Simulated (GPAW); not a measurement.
# Au (P6_3/mmc) in GPAW: reference runs

How does Au come out in PBE? The cell is run as given and disturbed.

Everything below comes from runs of GPAW 26.7.0. Logs are shortened: lines on timing, memory, paths and dates and some standing lists are left out, and cuts for length are marked. The log counts tension as positive stress, the text compression.

### 1 The crystal as given

It takes space group P6_3/mmc (No. 194, hexagonal). Conventional cell: a = 2.900 Å, b = 2.900 Å, c = 4.880 Å, α = 90.00°, β = 90.00°, γ = 120.00°. Around Au (site symmetry -6m2) lie 12 Au at 2.90 to 2.96 Å.

This isn't the form of Au at room conditions, which is fcc.

### 2 Single point, PBE

File run.py:

```python
from ase import Atoms
from ase.dft.bandgap import bandgap
from ase.io import write
from ase.units import GPa
from gpaw import GPAW, PW

atoms = Atoms(['Au', 'Au'],
              cell=[[2.9, 0.0, 0.0],
                    [-1.45, 2.511473671, 0.0],
                    [0.0, 0.0, 4.88]],
              scaled_positions=[[0.6666666667, 0.3333333333, 0.25],
                                [0.3333333333, 0.6666666667, 0.75]],
              pbc=True)

calc = GPAW(mode=PW(600),
            xc='PBE',
            kpts={'size': (11, 11, 6), 'gamma': True},
            occupations={'name': 'fermi-dirac', 'width': 0.05},
            nbands=23,
            convergence={'density': 1e-05, 'energy': 1e-05},
            maxiter=150,
            txt='gpaw.txt')
atoms.calc = calc
energy = atoms.get_potential_energy()
forces = atoms.get_forces()
stress = atoms.get_stress()
calc.write('gs.gpw')
write('result.traj', atoms)
print(f'Energy: {energy:.6f} eV')
print('Forces (eV/A):')
print(forces.round(4))
print('Stress (GPa):', (stress / GPa).round(3))
print('Fermi level:', round(calc.get_fermi_level(), 4), 'eV')
print(f'Gap: {bandgap(calc)[0]:.4f} eV, direct: {bandgap(calc, direct=True)[0]:.4f} eV')
```

Potentials or basis: GPAW PAW data sets (gpaw-data 1.2.1), pw.

Command:

```console
> OMP_NUM_THREADS=1 python run.py
```

gpaw.txt:

```text
__  _  _
 | _ |_)|_||  |
 |__||  | ||/\| - 26.7.0

Input parameters:
  mode=PW(ecut=600.0),
  convergence={'density': 1e-05, 'energy': 1e-05},
  kpts=MonkhorstPack(size=(11, 11, 6), gamma=True),
  maxiter=150,
  nbands=23,
  occupations=Occupations(name='fermi-dirac', width=0.05),
  xc=XC(name='PBE')

Diagonalizing LCAO Hamiltonian
Converting LCAO to pw mode

        Au

          Au

Atoms  # Å, Bohr magnetons
|   | symbol |         x |        y |        z |    initial magnetic moments |
|---|--------|-----------|----------|----------|-----------------------------|
| 0 |     Au |  1.450000 | 0.837158 | 1.220000 | ( 0.0000,  0.0000,  0.0000) |
| 1 |     Au | -0.000000 | 1.674316 | 3.660000 | ( 0.0000,  0.0000,  0.0000) |

Unit cell  # Å
| periodic |         x |        y |        z |  lengths |     angles |
|----------|-----------|----------|----------|----------|------------|
|      yes |  2.900000 | 0.000000 | 0.000000 | 2.900000 |  90.000000 |
|      yes | -1.450000 | 2.511474 | 0.000000 | 2.900000 |  90.000000 |
|      yes |  0.000000 | 0.000000 | 4.880000 | 4.880000 | 120.000000 |

Number of symmetries: 12
Symmetry operations  # r_c * U_cc + t_c -> r_c
|    | kind |            matrix            |
|----|------|------------------------------|
|  0 |  σ   |  1, 1, 0,  0,-1, 0,  0, 0, 1 |
|  1 |  S6  |  1, 1, 0, -1, 0, 0,  0, 0,-1 |
|  2 |  E   |  1, 0, 0,  0, 1, 0,  0, 0, 1 |
|  3 |  C2  |  1, 0, 0, -1,-1, 0,  0, 0,-1 |
|  4 |  C2  |  0, 1, 0,  1, 0, 0,  0, 0,-1 |
|  5 |  C3  |  0, 1, 0, -1,-1, 0,  0, 0, 1 |
|  6 |  S6  |  0,-1, 0,  1, 1, 0,  0, 0,-1 |
|  7 |  σ   |  0,-1, 0, -1, 0, 0,  0, 0, 1 |
|  8 |  σ   | -1, 0, 0,  1, 1, 0,  0, 0, 1 |
|  9 |  i   | -1, 0, 0,  0,-1, 0,  0, 0,-1 |
| 10 |  C3  | -1,-1, 0,  1, 0, 0,  0, 0, 1 |
| 11 |  C2  | -1,-1, 0,  0, 1, 0,  0, 0,-1 |

BZ-sampling:
  Number of BZ points: 726
  Number of IBZ points: 84

  Monkhorst-Pack size: [11, 11, 6]
  Monkhorst-Pack shift: [0.0, 0.0, 0.08333333333333333]

K-points  # in reciprocal-cell coordinates
|     |                                coordinates |     weight |
|-----|--------------------------------------------|------------|
|   0 | (  0.00000000,   0.00000000,   0.00000000) | 0.00137741 |
|   1 | (  0.00000000,   0.00000000,   0.16666667) | 0.00275482 |
|   2 | (  0.00000000,   0.00000000,   0.33333333) | 0.00275482 |
|   3 | (  0.00000000,   0.00000000,   0.50000000) | 0.00137741 |
|   4 | (  0.09090909,   0.00000000,  -0.33333333) | 0.00826446 |
|   5 | (  0.09090909,   0.00000000,  -0.16666667) | 0.00826446 |
|   6 | (  0.09090909,   0.00000000,   0.00000000) | 0.00826446 |
|   7 | (  0.09090909,   0.00000000,   0.16666667) | 0.00826446 |
|   8 | (  0.09090909,   0.00000000,   0.33333333) | 0.00826446 |
|   9 | (  0.09090909,   0.00000000,   0.50000000) | 0.00826446 |
| ... |                                            |            |
|  83 | (  0.45454545,   0.45454545,   0.50000000) | 0.00826446 |

Plane wave coefficients: 1198
Cutoff: 600.0 eV

Spin-components: 1 (collinear spins)
Bands:           23
Projectors:      12
Spin-degeneracy: 2
Datatype:        complex128

Parallelization:
  kpt:    1
  domain: 1
  band:   1

Density:
  Valence electrons: 22.0
  Components: 1
  Grid points: [18 18 28]
  Charge: 0.0  # |e|

Potential:
  Grid points: [18 18 28]

species:
  Au:
    name:    Gold
    Z:       79.0
    valence: 11
    core:    68
    charge:  0.0  # [|e|]
    compensation charges:
      type: gauss
      rc: 0.42  # [Å]
      lmax: 2
    cutoffs:
      filter: 2.33  # [Å]
      core: 2.81  # [Å]
    projectors
    | kind |    occ | energy [eV] | rcut [Å] |
    |------|--------|-------------|----------|
    |   6s |  1.000 |      -5.728 |    1.323 |
    |   6p |  0.000 |      -0.775 |    1.323 |
    |   5d | 10.000 |      -6.891 |    1.323 |
    |    s |        |      21.484 |    1.323 |
    |    p |        |      26.436 |    1.323 |
    |    d |        |      20.321 |    1.323 |

    Using partial waves for Au as LCAO basis

Reference energy: -1033196.542219  # eV

eigensolver:
  PPCG
  Converge bands: occupied
  niter=2

density mixing:
  MSR1-Mixer
  Pratt-step length: 0.05
  Maximum mixing coefficient: 0.75
  Old densities: 10
  SVD Regularization: 0.005
  Good broyden scale: 1.0
  Trust region scale: 1.0
  Backstep threshold: 4.0
  History deletion threshold: 6.0
  Fourier metric: weight=20.0, sigma=0.015

occupation numbers:
  Fermi-Dirac:
    width: 0.0500  # eV

poisson solver:
  ecut: 4800.0  # eV

xc functional:
  name: PBE with 2 nearest neighbor stencil

convergence criteria:
- Maximum integral of absolute [dens]ity change: 1e-05 electrons / valence electron
- Maximum [total energy] change in last 3 cyles: 1e-05 eV / valence electron
- Maximum integral of absolute [eigenst]ate change: 4e-08 eV^2 / valence electron
maximum number of iterations: 150

SCF iterations
|iter     | |      energy | eigst |  dens |
|---------|-|-------------|-------|-------|
|iter:   1| |   -6.867494 | -0.39 |       |
|iter:   2| |   -6.749067 | -2.71 | -1.10 |
|iter:   3| |   -6.308963 | -2.01 | -1.14 |
|iter:   4| |   -6.305025 | -4.50 | -2.06 |
|iter:   5| |   -6.303772 | -4.41 | -2.34 |
|iter:   6| |   -6.303769 | -6.44 | -3.82 |
|iter:   7| |   -6.303768c| -7.33 | -4.11 |
|iter:   8| |   -6.303768c| -8.47c| -5.10c|

Converged in 8 steps
Energy contributions relative to reference atoms: (reference = -1033196.542219)

Energy contributions:
  Kinetic:         -16.084259
  Coulomb:          12.897568
  Zero:              0.281843
  External:          0.000000
  Xc:               -3.394640
  Entropy:          -0.008559
  Spinorbit:         0.000000
  ----------------------------
  Free energy:      -6.308048
  Extrapolated:     -6.303768

dipole moment: (-0.000008, -0.000014, -0.000027)  # |e|*Ang

Fermi level: 9.235
Eigenvalues  # (at kpt = [0.000, 0.000, 0.000])
| band index |      eig [eV] | occ [0-2] |
|------------|---------------|-----------|
|          0 |        -0.150 |     2.000 |
|        ... |               |           |
|          4 |         4.878 |     2.000 |
|          5 |         5.165 |     2.000 |
|          6 |         5.165 |     2.000 |
|          7 |         5.822 |     2.000 |
|          8 |         5.822 |     2.000 |
|          9 |         7.085 |     2.000 |
[... 8 lines left out ...]
|         18 |        30.790 |     0.000 |
|         19 |        30.790 |     0.000 |
|        ... |               |           |
|         22 |        32.048 |     0.000 |

No gap
No difference between direct/indirect transitions

Forces  # eV/Ang
|        x |        y |        z |
|----------|----------|----------|
| -0.00000 | -0.00000 | -0.00037 |  # Au   0
|  0.00000 |  0.00000 |  0.00037 |  # Au   1

Stress tensor  # eV/Ang^3
|         x |         y |         z |
|-----------|-----------|-----------|
| -0.026182 |  0.000000 |  0.000000 |
|  0.000000 | -0.026182 | -0.000000 |
|  0.000000 | -0.000000 | -0.018983 |

# Writing to gs.gpw (mode='')
```

Run time: 63 s. Hardware: 1 thread of Arm Neoverse N1, shared host; peak memory 0.18 GiB.

Results:

* Free energy: -6.3080 eV
* Pressure: 3.8 GPa
* Band gap on the k mesh: none (metal or under the smearing width)

Levels at points of the mesh, in eV from the Fermi level:
```tsv
k point	band 7	band 8	band 9	band 10	band 11	band 12	band 13	band 14	band 15	band 16
(0.00, 0.00, 0.00)	-4.07	-3.41	-3.41	-2.15	-2.15	-0.97	2.51	15.57	16.67	17.87
(0.00, 0.00, 0.50)	-4.39	-4.39	-2.58	-2.58	-2.58	-2.58	10.44	10.44	15.92	15.92
```

Caveat: with this Au data set, volumes or pressures lay over 1.5 % or 2 GPa off other programs in two to four cells of ten.

### 3 Single point, PBE (atoms moved at random, drawn with an rms of 0.05 Å)

run.py, as its differences from that of step 2:

```diff
@@ -10,4 +10,4 @@
                     [0.0, 0.0, 4.88]],
-              scaled_positions=[[0.6666666667, 0.3333333333, 0.25],
-                                [0.3333333333, 0.6666666667, 0.75]],
+              scaled_positions=[[0.688191, 0.352032, 0.251218],
+                                [0.32218, 0.663265, 0.75447]],
               pbc=True)
```

Potentials or basis: GPAW PAW data sets (gpaw-data 1.2.1), pw.

Command:

```console
> OMP_NUM_THREADS=1 python run.py
```

It took 4.9 min on 1 thread of Arm Neoverse N1, shared host; peak memory 0.37 GiB.

Results (log left out):

```yaml
Free_energy: -6.3056 eV
Pressure: 3.9 GPa
Largest_force: 0.114 eV/Å
Band_gap_on_the_k_mesh: none (metal or under the smearing width)
```

Forces in eV/Å, atoms in the order of the input:
```
Au  -0.036 -0.023  0.106
Au   0.036  0.023 -0.106
```

Stress tensor (GPa, compression positive):
```
 4.37  0.24 -0.08
 0.24  4.01 -0.06
-0.08 -0.06  3.24
```

Levels at points of the mesh, in eV from the Fermi level:
```tsv
k point	band 8	band 9	band 10	band 11	band 12	band 13	band 14	band 15
(0.00, 0.00, 0.00)	-3.53	-3.28	-2.27	-2.04	-0.96	2.52	15.56	16.68
(0.00, 0.00, 0.50)	-4.36	-2.64	-2.59	-2.56	-2.53	10.34	10.55	15.93
```

Caveat: with this Au data set, volumes or pressures lay over 1.5 % or 2 GPa off other programs in two to four cells of ten.
